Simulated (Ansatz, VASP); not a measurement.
**One calculation of SrCl2, two programs**

```
Sr Cl
1.0
     0.00000    3.48550    3.41579
     3.48550    0.00000    3.41579
     3.48550    3.48550    0.00000
Sr Cl
1 2
Direct
  0.00000 0.00000 0.00000
  0.25000 0.25000 0.25000
  0.75000 0.75000 0.75000
```

Change from the starting cell: zz strain of -2 %, crystal datasets.

Alike in both runs: task electric field gradients; functional LDA; k mesh 8 × 8 × 8; occupations fermi-dirac, width 0.01 eV; no spin polarisation.

|  | VASP | Ansatz |
| --- | --- | --- |
| version | VASP 6.6.1 | Ansatz 0.2.0 |
| potentials or method | VASP PAW LDA potentials, release 64 (Sr_sv, Cl), cutoff 520 eV | all-electron PAW with datasets made for the crystal, scalar-relativistic |

|  | VASP | Ansatz | Ansatz less VASP |
| --- | --- | --- | --- |
| gap on the k mesh at the Fermi level (eV) | 4.87 | 4.87 | -0.004 |
| pressure (GPa) | -2.0 | -2.1 | -0.13 |
| largest component of the traceless stress (GPa) | 0.70 | 0.70 | +0.004 |
| Vzz of the field gradient on the site that differs most (V/Å²) | -6.3 | -6.4 | -0.10 |

Ansatz ran all-electron here, so the differences hold the error of VASP's frozen core and of both bases. Ansatz warned: «gradients_without_spin_orbit».

A k mesh can miss the band edges.
